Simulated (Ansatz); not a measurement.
Property card for TiSi2

All numbers below come from DFT PBEsol, scalar-relativistic, plane waves, PAW in Ansatz 0.2.0.

Settings: cutoff 420 eV, Γ-centred mesh 10×10×10 on the computed 6-atom cell, Gaussian smearing of 0.10 eV; no spin polarisation.

The structure is relaxed at this level of theory with its symmetry kept. This form isn't the usual stable structure of the compound.

```cif
data_structure
_symmetry_space_group_name_H-M 'Cmcm'
_symmetry_Int_Tables_number 63
_cell_length_a 3.5170
_cell_length_b 13.3482
_cell_length_c 3.5556
_cell_angle_alpha 90.000
_cell_angle_beta 90.000
_cell_angle_gamma 90.000
_cell_volume 166.92
loop_
_atom_site_label
_atom_site_type_symbol
_atom_site_symmetry_multiplicity
_atom_site_Wyckoff_symbol
_atom_site_fract_x
_atom_site_fract_y
_atom_site_fract_z
_atom_site_occupancy
Ti1 Ti 4 c 0.50000 0.60248 0.75000 1
Si1 Si 4 c 0.50000 0.94001 0.75000 1
Si2 Si 4 c 0.00000 0.75028 0.75000 1
```

| Property | Result |
| --- | --- |
| Space group | Cmcm (No. 63) |
| Volume per atom | 13.91 Å³ |
| Formation energy from the elements' standard states (uncorrected) | -0.674 eV/atom |
| Kohn–Sham band gap | none (metal) |
| Density of states at the Fermi level | 1.40 states/eV per cell |
| Löwdin character within 0.5 eV of the Fermi level | Ti 3d 71 %, Si 3p 21 %, unprojected 5 % |
| Bulk modulus | 137 GPa |
| Its pressure derivative | 4.3 |
| Bader charges (e) | Ti (2 in the cell) 1.09, Si (2 in the cell) -0.68, Si (2 in the cell) -0.41 |

1 further run of this set didn't finish or converge.